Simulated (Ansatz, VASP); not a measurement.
# SiC: VASP beside Ansatz, part 2 of 2

Aim: how closely do two programs agree when they are given the same cell, functional and k mesh? The cell is taken from a series of VASP runs on this material, whose earlier steps may have relaxed, scaled or displaced it; both programs get it as it stands.

VASP 6.6.1 and Ansatz 0.2.0.

So far. Step 4 (Side by side): The walks stopped with 0.00 GPa left in Ansatz and -0.01 GPa in VASP; each walk ends within a tolerance, so the volume difference is uncertain by about these residues over the bulk modulus, most in soft cells.

**5. Ansatz: zone-centre phonons, LDA, volume scaled by 1.04**

Level of this step: Ansatz beside VASP: Kohn-Sham DFT, plane waves, LDA (Ansatz).

Second derivatives magnify differences that forces hide, and they need a tight electronic threshold. The cell compared in this pair holds 21.12 Å³, against 20.31 Å³ for the pair before.

The cell is a member of a volume series, scaled by 1.04 from a relaxed one, so a pressure remains.

input.yaml

```yaml
crystal:
  lattice:
    - [0.0, 2.1940812106, 2.1940812106]
    - [2.1940812106, 0.0, 2.1940812106]
    - [2.1940812106, 2.1940812106, 0.0]
  atoms:
    - { symbol: Si, position: [0.0, 0.0, 0.0] }
    - { symbol: C, position: [0.75, 0.75, 0.75] }
hamiltonian:
  xc: lda
  pseudopotentials: { kind: paw }
kpoints:
  mp_grid: { grid: [16, 16, 16] }
scf:
  occupations: { method: fixed }
phonons:
  method: dfpt
  qpoints: [[0, 0, 0]]
  dielectric: true
  rigid_motions: translations
```

On the command line:

```bash
$ ansatz run input.yaml --threads 4 --pin off --max-ram 9216MiB --backend cpu --events-out ev --progress --plain --runs-dir out
```

Numbers of over 12 decimals in the logs are rounded to 6 here.

Log:

```text
[...]
Crystal: 2 atoms, lattice volume = 21.125 Å³
Basis set: ecut = 420 eV, 411 PW (Γ), exchange–correlation on 48×48×48 points (8 copies of the dense FFT grid, shifted against one another)
Bands: 8, of which v1, the nominal top of the filled ones, is band 4 counted from 1 (3 counted from 0)
Symmetry: 24 space group operations
k-points: 621 of 4096 (irreducible under 4 space group operations, time reversal used)
[...]
931.08      1            20.0119
  optical modes at Γ + LO–TO along q̂ = [0.0000, 0.0000, 1.0000]:
      ω (cm⁻¹)  modes    IR ((D/Å)²/amu)
        761.31      2            40.0239
        931.08      1            20.0119
--- Phonons (arbitrary-q DFPT): 1 explicit q-point ---
  q = [0, 0, 0] (of the zone-centre solve; hermiticity 6.98e-9, symmetrization 3.97e-15): -0.00 -0.00 0.00 761.31 761.31 761.31
  sum rule: each row above includes the acoustic sum rule's correction from the zone centre's row sums; it moved no ω² by more than (1.89 cm⁻¹)²
[key lines of the parts left out:]
SCF converged after 7 iterations
Free energy (F): -852.177248 eV
Fermi energy:    8.986467 eV
```

Wall time 21 s (4 threads of Arm Neoverse V1, shared host); peak memory 0.62 GiB.

**6. VASP: zone-centre phonons, LDA, volume scaled by 1.04**

The same cell, functional (in two slightly different forms) and mesh now go to VASP, with its own data sets and cutoff.

INCAR

```
SYSTEM = SiC
PREC = Accurate
ENCUT = 560
EDIFF = 1E-08
NELM = 100
ISMEAR = 0
SIGMA = 0.03
LREAL = .FALSE.
ALGO = Normal
GGA = CA
NBANDS = 10
LORBIT = 11
LWAVE = .FALSE.
LCHARG = .FALSE.
KPAR = 4
IBRION = 8
LEPSILON = .TRUE.
LPEAD = .TRUE.
ISIF = 2
```

POSCAR

```
SiC
1.0
    0.0000000000      2.1940812106      2.1940812106
    2.1940812106      0.0000000000      2.1940812106
    2.1940812106      2.1940812106      0.0000000000
Si C
1 1
Direct
    0.0000000000      0.0000000000      0.0000000000
    0.7500000000      0.7500000000      0.7500000000
```

KPOINTS

```
Automatic mesh
0
Gamma
16 16 16
0 0 0
```

PAW data sets: Si and C (LDA family, release 64).

On the command line:

```bash
$ mpirun -np 4 vasp_std
```

Log:

```text
[... set-up lines as in an earlier step ...]
 entering main loop
       N       E                     dE             d eps       ncg     rms          rms(c)
DAV:   1     0.450757613280E+01    0.45076E+01   -0.41826E+03  2948   0.719E+02
DAV:   2    -0.178510160302E+02   -0.22359E+02   -0.21170E+02  3882   0.116E+02
DAV:   3    -0.185903099060E+02   -0.73929E+00   -0.73775E+00  3438   0.189E+01
DAV:   4    -0.185938317514E+02   -0.35218E-02   -0.35216E-02  3366   0.163E+00
[...]
DAV:  11    -0.166221750118E+02   -0.14414E-06   -0.46480E-06  3482   0.137E-02    0.116E-02
DAV:  12    -0.166221747910E+02    0.22081E-06   -0.61608E-07  3044   0.423E-03    0.815E-04
DAV:  13    -0.166221747943E+02   -0.32771E-08   -0.24849E-08  3158   0.990E-04
   1 F= -.16622175E+02 E0= -.16622175E+02  d E =-.937611E-14
 Linear response reoptimize wavefunctions to high precision
DAV:   1    -0.166221747976E+02   -0.33208E-08   -0.48067E-10  2248   0.156E-04
DAV:   2    -0.166221747976E+02    0.65938E-11   -0.12566E-11  1540   0.317E-05
 Linear response to external field (no local field effect), progress :
[...]
RMM:  10    -0.141810730619E-01    0.91576E-08   -0.57255E-09 20476   0.629E-06    0.102E-06
 first order change of Fermi-energy   0.28050E-04
 force on displaced ion       1 direction 1 : -17.956  -0.000  -0.000
 Born effective charge ion    1 direction 1 :   2.684   0.000   0.000
 Linear response progress:
  Degree of freedom:   2/  2
       N       E                     dE             d eps       ncg     rms          rms(c)
RMM:   1    -0.125197221024E+00   -0.12520E+00    0.55436E-02 27406   0.208E+00
RMM:   2    -0.122114017809E+00    0.30832E-02   -0.25291E-03 19015   0.404E-01    0.196E-01
RMM:   3    -0.122192441881E+00   -0.78424E-04   -0.71856E-04 18789   0.165E-01    0.975E-02
RMM:   4    -0.123182140750E+00   -0.98970E-03   -0.54832E-04 18893   0.137E-01    0.183E-02
[...]
RMM:   9    -0.123159184725E+00    0.59105E-07    0.71530E-09 21612   0.313E-05    0.322E-06
RMM:  10    -0.123159201118E+00   -0.16393E-07   -0.74591E-09 21114   0.110E-05    0.184E-06
RMM:  11    -0.123159200716E+00    0.40275E-09    0.33433E-09 16861   0.844E-06    0.157E-07
 first order change of Fermi-energy   0.66829E-04
 force on displaced ion       2 direction 1 : -17.960   0.000   0.000
 Born effective charge ion    2 direction 1 :  -2.685   0.000   0.000
 Born effective charges drift removed
 Linear response finished
```

OUTCAR, selected parts (step 6):

```text
  Total       -1.0992709     -1.0992709     -1.0992709     -0.0000000      0.0000000     -0.0000000
  in kB      -83.3733460    -83.3733460    -83.3733460     -0.0000000      0.0000000     -0.0000000
  external PRESSURE =     -83.3733460 kB  Pullay stress =       0.0000000 kB

 POSITION                                       TOTAL-FORCE (eV/Angst)
 -----------------------------------------------------------------------------------
      0.00000      0.00000      0.00000         0.000000      0.000000      0.000000
      3.29112      3.29112      3.29112        -0.000000     -0.000000     -0.000000
 -----------------------------------------------------------------------------------
    total drift:                               -0.000000     -0.000000     -0.000000

 MACROSCOPIC STATIC DIELECTRIC TENSOR (including local field effects in DFT)
 ------------------------------------------------------
           7.040638     0.000000     0.000000
           0.000000     7.040638     0.000000
           0.000000     0.000000     7.040638
 ------------------------------------------------------

 MACROSCOPIC STATIC DIELECTRIC TENSOR IONIC CONTRIBUTION
 ------------------------------------------------------
           3.439068    -0.000000    -0.000000
          -0.000000     3.439068    -0.000000
          -0.000000    -0.000000     3.439068
 ------------------------------------------------------

[... 2 further parts left out ...]
```

Energies printed during the response cycles are not total energies of the cell.

**7. Side by side**

Compared:

```tsv
quantity	Ansatz	VASP	difference
ε∞ xx	7.03	7.04	-0.12 %
ε∞ yy	7.03	7.04	-0.12 %
ε∞ zz	7.03	7.04	-0.12 %
Born charge of Si1 (mean of the diagonal) (e)	2.70	2.69	+0.02
Born charge of C2 (mean of the diagonal) (e)	-2.70	-2.69	-0.02
optical mode 1 to 3 (cm⁻¹)	761.3	761.9	-0.08 %
```

Modes are paired by rising frequency and degeneracy, not by their patterns, so a pair may still set unlike modes beside each other.

**8. Summary of results**

| Property | Result |
| --- | --- |
| difference in volume (relaxation of cell and atoms, LDA) | -0.15 % |
| r.m.s. difference of the optical zone-centre modes, each program's sorted by frequency (zone-centre phonons, LDA, volume scaled by 1.04) | 0.58 cm⁻¹ |

The difference in volume is -0.15 % (relaxation of cell and atoms, LDA), within the 1.2 % picked in this series as the mark of a large difference, as far as the stopping tolerances let one tell. How closely two codes agree says nothing of how well the functional describes the real material.

[Lines on the potential files, build, host, timing and source positions are cut from VASP's logs without a mark.]

[Logs are printed without paths, hosts, clocks, repeated set-up lines and the standing remarks that a program may print on its own settings, such as how far it seeks lower states.]

[Hosts, paths, dates, database ids (printed as entryN), source tags and the programs' standing remarks are cut or masked in the printed files.]
